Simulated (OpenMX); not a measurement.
Li2O under changes of volume

One of the cells (8.567 Å³/atom); the others are scaled copies at fixed shape and fractional positions:

```
CELL_PARAMETERS angstrom
0.00000 2.34226 2.34226
2.34226 0.00000 2.34226
2.34226 2.34226 0.00000
ATOMIC_POSITIONS crystal
O 0.00000 0.00000 0.00000
Li 0.25000 0.25000 0.25000
Li 0.75000 0.75000 0.75000
```

The cell comes from a database or a generator and needn't be the stable form of this composition.

* Program: OpenMX 3.8.5
* Functional: PBE
* Potentials or basis: OpenMX 2013 PBE set, O6.0-s2p2d1, Li8.0-s3p2, fixed grid of 32 × 32 × 32 points
* k mesh: 11 × 11 × 11
* Occupations: fermi-dirac, width 0.05 eV
* Spin: no spin polarisation

| volume (Å³/atom) | energy over the lowest point (meV/atom) | gap on the mesh (eV) |
| --- | --- | --- |
| 7.895 | 6.24 | 5.28 |
| 8.063 | 2.08 | 5.21 |
| 8.231 | 0.00 | 5.15 |
| 8.567 | 1.36 | 4.92 |
| 8.735 | 4.66 | 4.76 |
| 8.903 | ? | ? |

Q: What does the run at 8.903 Å³/atom give?

A: Energy over the lowest point 9.55 meV/atom; gap on the mesh 4.60 eV.

Worked out: A Birch-Murnaghan fit of order 3 (a polynomial in V^(-2/3)) to the other rows has its minimum at 8.33 Å³/atom with B0 = V·E''(V) = 87 GPa (rough, since the energies scatter). It gives 9.53 meV/atom at 8.903 Å³/atom, against the run's 9.55. A parabola through the other rows of the gap, of slope -9.61 eV per unit of ln V there, extrapolates to 4.59 eV, against the run's 4.60.

Energies are extrapolated to zero smearing.

Caveats: an odd mesh through Γ misses points on the zone boundary, where band edges often lie; the basis of atomic orbitals isn't converged, which shifts pressures, moduli and gaps.
